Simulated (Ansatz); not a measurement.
# Al2O3 (R-3c): the host for defect calculations

Aim: the runs on the perfect crystal Al2O3 (R-3c) that a defect calculation needs first.

Main program and level: Ansatz 0.2.0; plane-wave PAW DFT, PBEsol; relaxation of the host's cell and atoms; PAW set soft_1, in the first sound run; inputs show where later runs differ.

Most raw output is cut from this account.

## (1) The structure

Symmetry: R-3c, No. 167, trigonal system. Conventional cell: a = 4.805 Å, b = 4.805 Å, c = 13.116 Å, α = 90.00°, β = 90.00°, γ = 120.00°. Nearest to Al lie 6 O at 1.87 to 1.99 Å. Nearest to O lie 4 Al at 1.87 to 1.99 Å. Farther neighbours and most contacts between anions are not listed.

## (2) Host cell relaxation

Lattice and positions are set free, within the symmetry that the program keeps.

File cell/input.yaml:

```yaml
crystal:
  lattice:
    - [2.4025136, 1.3870919, 4.3720844]
    - [-2.4025136, 1.3870919, 4.3720844]
    - [0.0, -2.7741838, 4.3720844]
  atoms:
    - { symbol: Al, position: [0.647904, 0.647904, 0.647904] }
    - { symbol: Al, position: [0.852096, 0.852096, 0.852096] }
    - { symbol: Al, position: [0.147904, 0.147904, 0.147904] }
    - { symbol: Al, position: [0.352096, 0.352096, 0.352096] }
    - { symbol: O, position: [0.4438545, 0.0561455, 0.75] }
    - { symbol: O, position: [0.9438545, 0.25, 0.5561455] }
    - { symbol: O, position: [0.0561455, 0.75, 0.4438545] }
    - { symbol: O, position: [0.75, 0.4438545, 0.0561455] }
    - { symbol: O, position: [0.25, 0.5561455, 0.9438545] }
    - { symbol: O, position: [0.5561455, 0.9438545, 0.25] }
basis:
  ecutwfc: 420
  xc_grid: 2
hamiltonian:
  xc: pbesol
  pseudopotentials: { kind: paw, azcp: { folder: soft_1 }, xc_functional: pbe }
kpoints:
  mp_grid: { grid: [7, 7, 7] }
scf:
  occupations: { method: fixed }
  max_iter: 100
relax:
  f_tol: 0.005
  max_steps: 60
  cell: {}
output:
  forces: true
  stress: true
checkpoint:
  write: "../cell.run"
  compress: false
  write_wavefunctions: false
  write_every: 100000
```

Launch:

```
$ ansatz run input.yaml --threads 32 --pin off --max-ram 84787MiB --backend cuda --events-out ev --progress --plain --runs-dir out --max-vram 78GiB
```

Run time: 3.3 s. Hardware: 1 × NVIDIA GB200 with 32 threads of Arm Neoverse V2, shared host; peak memory 0.95 GiB; 15 s of CPU time.

Step by step:

```
step  energy less that of the first step (eV)  largest force component (eV/Å)  pressure (GPa)  volume (Å³)
   1                                   0.0000                          0.0538           -4.93        87.42
   2                                  -0.0223                          0.0341           -2.74        86.60
   3                                  -0.0340                          0.0334            0.06        85.62
   4                                  -0.0341                          0.0172            0.01        85.63
   5                                  -0.0341                          0.0043           -0.01        85.64
   6                                  -0.0290                          0.0043           -0.14        85.64
   7                                  -0.0292                          0.0000            0.00        85.59
  8*                                  -0.0290                          0.0000            0.00        85.59
```

Relaxation steps marked * repeat the geometry before them on a plane-wave basis chosen anew for their cell, so energy and pressure can jump there. The log counts 2 steps on a newly chosen plane-wave basis, not all of them marked here; energy and pressure can jump at such steps.

Forces are held to the 12 operations that the run works with; a distortion that breaks them can't arise in this run.

```csv
"conventional cell, symmetrised",before,after,change
a (Å),4.805,4.773,-0.7 %
b (Å),4.805,4.773,-0.7 %
c (Å),13.116,13.013,-0.8 %
volume (Å³/atom),8.74,8.56,-2.1 %
```

This step gave:

| Property | Result |
| --- | --- |
| pressure | -0.003828 GPa |

The relaxation ends with a pressure of 0.00 GPa.

## (3) Dielectric tensors of the host

The response to a uniform electric field gives the electronic dielectric tensor.

This step: plane-wave PAW DFPT, PBEsol; dielectric tensors, Born charges and zone-centre modes of the host; PAW set soft_1 (Ansatz 0.2.0).

File eps/input.yaml:

```yaml
crystal:
  lattice:
    - [2.3866527243, 1.3779345928, 4.3376222509]
    - [-2.3866527243, 1.3779345928, 4.3376222509]
    - [0.0, -2.7558691857, 4.3376222509]
  atoms:
    - { symbol: Al, position: [0.647953199, 0.647953199, 0.647953199] }
    - { symbol: Al, position: [0.852046801, 0.852046801, 0.852046801] }
    - { symbol: Al, position: [0.147953199, 0.147953199, 0.147953199] }
    - { symbol: Al, position: [0.352046801, 0.352046801, 0.352046801] }
    - { symbol: O, position: [0.4441682928, 0.0558317072, 0.75] }
    - { symbol: O, position: [0.9441682928, 0.25, 0.5558317072] }
    - { symbol: O, position: [0.0558317072, 0.75, 0.4441682928] }
    - { symbol: O, position: [0.75, 0.4441682928, 0.0558317072] }
    - { symbol: O, position: [0.25, 0.5558317072, 0.9441682928] }
    - { symbol: O, position: [0.5558317072, 0.9441682928, 0.25] }
basis:
  ecutwfc: 420
hamiltonian:
  xc: pbesol
  pseudopotentials: { kind: paw, azcp: { folder: soft_1 }, xc_functional: pbe }
kpoints:
  mp_grid: { grid: [6, 6, 6] }
scf:
  occupations: { method: fixed }
  max_iter: 100
phonons:
  method: dfpt
  dielectric: true
  rigid_motions: translations
```

It took 6.9 s on 1 × NVIDIA GB200 with 32 threads; peak memory 1.8 GiB; 52 s of CPU time.

Electronic dielectric tensor:

```
3.29 0.00 0.00
0.00 3.29 0.00
0.00 0.00 3.26
```

Static dielectric tensor:

```
 9.66  0.00  0.00
 0.00  9.66  0.00
 0.00  0.00 11.75
```

The principal values of the electronic dielectric tensor are 3.26, 3.29 and 3.29. The principal values of the static dielectric tensor are 9.66, 9.66 and 11.75.

## (4) Defect free supercell relaxed in its symmetry

This cell, the one that will hold the defects, is built from the relaxed host. Its coarser k-points can move the atoms a little, so it is relaxed from the symmetric sites, as the reference for the test of stability.

This step: plane-wave PAW DFT, PBEsol; relaxation of the defect-free supercell in its symmetry; PAW set soft_1 (Ansatz 0.2.0).

System of this step: Al2O3 (R-3c). The cell holds 80 atoms: 32 Al and 48 O. Its edges and angles: a = 10.278 Å, b = 10.278 Å, c = 10.278 Å, α = 55.3°, β = 55.3°, γ = 55.3°.

File pristine.symmetric/input.yaml:

```yaml
crystal:
  lattice:
    - [4.7733054486, 2.7558691857, 8.6752445018]
    - [-4.7733054486, 2.7558691857, 8.6752445018]
    - [0.0, -5.5117383714, 8.6752445018]
  atoms:
    - { symbol: Al, position: [0.3239765995, 0.3239765995, 0.3239765995] }
    - { symbol: Al, position: [0.4260234005, 0.4260234005, 0.4260234005] }
    - { symbol: Al, position: [0.0739765995, 0.0739765995, 0.0739765995] }
    - { symbol: Al, position: [0.1760234005, 0.1760234005, 0.1760234005] }
    - { symbol: O, position: [0.2220841464, 0.0279158536, 0.375] }
    - { symbol: O, position: [0.4720841464, 0.125, 0.2779158536] }
    - { symbol: O, position: [0.0279158536, 0.375, 0.2220841464] }
    - { symbol: O, position: [0.375, 0.2220841464, 0.0279158536] }
[... 68 atom lines left out ...]
    - { symbol: O, position: [0.5279158536, 0.875, 0.7220841464] }
    - { symbol: O, position: [0.875, 0.7220841464, 0.5279158536] }
    - { symbol: O, position: [0.625, 0.7779158536, 0.9720841464] }
    - { symbol: O, position: [0.7779158536, 0.9720841464, 0.625] }
basis:
  ecutwfc: 420
  xc_grid: 2
hamiltonian:
  xc: pbesol
  pseudopotentials: { kind: paw, azcp: { folder: soft_1 }, xc_functional: pbe }
kpoints:
  mp_grid: { grid: [1, 1, 1] }
scf:
  occupations: { method: fermi_dirac, width: 0.01 }
  max_iter: 100
  lower_state_search: "off"
output:
  forces: true
relax:
  f_tol: 0.015
  max_steps: 60
  escape_saddle: false
checkpoint:
  write: "../pristine.symmetric.run"
  compress: false
  write_wavefunctions: false
  write_every: 100000
```

Run time: 1.5 s. Hardware: 1 × NVIDIA GB200 with 32 threads; peak memory 1 GiB; 6.2 s of CPU time.

No atom moved by 0.005 Å in the relaxation.

## (5) Defect free supercell relaxed from displaced atoms

This step: plane-wave PAW DFT, PBEsol; relaxation of the defect-free supercell from random displacements, a test of the host's stability; PAW set soft_1 (Ansatz 0.2.0).

pristine.rattled/input.yaml, as its differences from pristine.symmetric/input.yaml of step 4:

```diff
@@ -102,6 +102,6 @@
   f_tol: 0.015
-  max_steps: 60
-  escape_saddle: false
+  max_steps: 120
+  random_displacement: { amplitude: 0.06, seed: 7065 }
 checkpoint:
-  write: "../pristine.symmetric.run"
+  write: "../pristine.rattled.run"
   compress: false
```

The job ended after 2.5 s (1 × NVIDIA GB200 with 32 threads; peak memory 1 GiB).

The steps of the relaxation:

```csv
step,energy less that of the first step (eV),largest force component (eV/Å)
1,0.0000,2.1841
2,-1.7867,1.1742
3,-2.7982,0.0261
4,-2.7982,0.0265
5,-2.7987,0.0006
```

The relaxation ends 35 meV an atom lower than the displaced start, with a largest force component of 5.6e-4 eV/Å.

## (6) Host on a dense mesh

This step: plane-wave PAW DFT, PBEsol; single point of the defect-free host, a test of the k-point sampling; PAW set soft_1 (Ansatz 0.2.0).

System of this step: Al2O3 (R-3c). Symmetry: R-3c, No. 167, trigonal system. The conventional cell has a = 4.773 Å, b = 4.773 Å, c = 13.013 Å, α = 90.00°, β = 90.00°, γ = 120.00°. Al has 6 O at 1.86 to 1.97 Å nearest. Nearest to O lie 4 Al at 1.86 to 1.97 Å. Farther neighbours and most contacts between anions are not listed.

dense/input.yaml, as its differences from eps/input.yaml of step 3:

```diff
@@ -18,2 +18,3 @@
   ecutwfc: 420
+  xc_grid: 2
 hamiltonian:
@@ -22,9 +23,11 @@
 kpoints:
-  mp_grid: { grid: [6, 6, 6] }
+  mp_grid: { grid: [7, 7, 7] }
 scf:
-  occupations: { method: fixed }
+  occupations: { method: fermi_dirac, width: 0.01 }
   max_iter: 100
-phonons:
-  method: dfpt
-  dielectric: true
-  rigid_motions: translations
+  lower_state_search: "off"
+checkpoint:
+  write: "../dense.run"
+  compress: false
+  write_wavefunctions: false
+  write_every: 100000
```

Wall time 1.1 s (1 × NVIDIA GB200 with 32 threads); peak memory 0.97 GiB.

## (7) Defect free supercell at the zone centre

The supercell is run at the zone centre, to see how far that sampling misses the dense mesh.

System of this step: Al2O3 (R-3c). The cell holds 80 atoms: 32 Al and 48 O. Its edges and angles: a = 10.278 Å, b = 10.278 Å, c = 10.278 Å, α = 55.3°, β = 55.3°, γ = 55.3°.

pristine.sampling_gamma/input.yaml, as its differences from pristine.rattled/input.yaml of step 5:

```diff
@@ -98,10 +98,4 @@
   lower_state_search: "off"
-output:
-  forces: true
-relax:
-  f_tol: 0.015
-  max_steps: 120
-  random_displacement: { amplitude: 0.06, seed: 7065 }
 checkpoint:
-  write: "../pristine.rattled.run"
+  write: "../pristine.sampling_gamma.run"
   compress: false
```

Run time: 0.97 s. Hardware: 1 × NVIDIA GB200 with 32 threads; peak memory 1.1 GiB; 2.4 s of CPU time.

## (8) What came out

```json
{
 "primitive cell vectors, lengths": "5.139, 5.139, 5.139 Å",
 "electronic dielectric constant": "principal values (3.26, 3.29, 3.29)",
 "static dielectric constant": "principal values (9.66, 9.66, 11.75)",
 "gap on the k-mesh of the response run (PBEsol)": "6.04 eV",
 "supercell relaxed in its symmetry less the displaced and relaxed one": "0.000 eV",
 "energy an atom at the zone centre alone less that on the dense mesh": "0.006 eV"
}
```

**Reading.** Step 5: The energy fell by 2.799 eV from the randomly displaced start; the atoms end within 0.005 Å of the sites as typed, once the mean shift is taken out. The displaced cell ends within 0.01 eV of the symmetric one relaxed in its symmetry, so no lower structure shows in this supercell. The k-mesh can miss the band edges, so this gap is an upper bound at this level. All at zero temperature.

[Logs are printed without paths, hosts, clocks, repeated set-up lines and the standing remarks that a program may print on its own settings, such as how far it seeks lower states.]

[Hosts, paths, dates, database ids (printed as entryN), source tags and the programs' standing remarks are cut or masked in the printed files.]

[Runs of the host that timed out are not shown.]

[For some hosts the program warned that the k-mesh of the response run may be too coarse for force constants and the static dielectric constant; such warnings are not always shown.]
